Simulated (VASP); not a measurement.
Input of a VASP 6.6.1 run:

Contents of INCAR:

```
SYSTEM = ZrS2
ALGO = Normal
BPARAM = 11.95
CPARAM = 0.0093
EDIFF = 1E-7
EDIFFG = -0.01
ENCUT = 600
IBRION = 2
ISIF = 3
ISMEAR = 0
IVDW_NL = 2
LASPH = .True.
LCHARG = .False.
LMIXTAU = .True.
LREAL = .False.
LUSE_VDW = .True.
LWAVE = .False.
METAGGA = R2SCAN
NELM = 100
NSW = 40
PREC = Accurate
SIGMA = 0.02
```

File KPOINTS:

```
k-points
0
Gamma
  8 8 4
  0 0 0
```

File POSCAR:

```
ZrS2
1.0
    3.6711300500      0.0000000000      0.0000000000
   -1.8355650200      3.1792918800      0.0000000000
    0.0000000000      0.0000000000      6.1079144200
Zr S
1 2
Direct
    0.0000000000      0.0000000000      0.0000000000
    0.6666666700      0.3333333300      0.7639520500
    0.3333333300      0.6666666700      0.2360479500
```

Potentials or basis: VASP PAW PBE potentials, release 64 (Zr_sv, S).

Launch:

```console
$ cat potpaw_PBE.64/Zr_sv/POTCAR potpaw_PBE.64/S/POTCAR > POTCAR
$ mpirun -np 1 vasp_std > vasp.out
```

(1) Estimate the relaxed cell.

(2) What does it give for the space group after relaxing (to 0.05 Å)?

(3) What does it give for the relaxed volume?

Results:

(1) a = 3.677 Å, b = 3.677 Å, c = 5.852 Å, α = 90.00°, β = 90.00°, γ = 120.00°.

(2) P-3m1 (No. 164).

(3) 22.83 Å³/atom.

Caveat: the PAW data sets were made with another functional, which shifts forces and pressure a little.
